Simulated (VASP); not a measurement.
MoS2:

```
CELL_PARAMETERS angstrom
3.56395 0.00000 0.00000
-1.78197 3.08647 0.00000
0.00000 0.00000 5.74939
ATOMIC_POSITIONS crystal
Mo 0.00000 0.00000 0.00000
S 0.33333 0.66667 0.25200
S 0.66667 0.33333 0.74800
```

Measurements of this composition are mostly on another form, of space group No. 194.

Base run:

* Program: VASP 6.6.1
* Functional: PBE
* Potentials or basis: VASP PAW PBE potentials, release 64 (Mo_sv, S)
* Cutoff: 520 eV
* k mesh: 6 × 6 × 4
* Occupations: gaussian, width 0.05 eV
* Spin: collinear spin, ferromagnetic start
* Starting moments: [1.0, 0.0, 0.0] μB
* Hubbard terms: Mo d U = 6 eV

Its results: band gap on the k mesh none (metal or under the smearing width); pressure 1.7 GPa; net moment 2.01 μB per cell; site moments Mo +2.58; S -0.28 μB; largest force 0.082 eV/Å.

Q: The run is repeated on the same cell with these changes: spin from collinear spin, ferromagnetic start to collinear spin, random start; moments at the start from [1.0, 0.0, 0.0] to [-0.4, 0.0, 0.0]. What comes out?

A: Band gap on the k mesh 0.80 eV, indirect (least direct gap 0.83 eV); pressure 0.7 GPa; net moment -2.00 μB per cell; site moments Mo -1.98; S +0.04 μB; largest force 0.221 eV/Å.

Caveats: this functional lacks dispersion, which binds the layers, so the pressure and a relaxed spacing across them are unreliable.

A k mesh can miss the band edges.
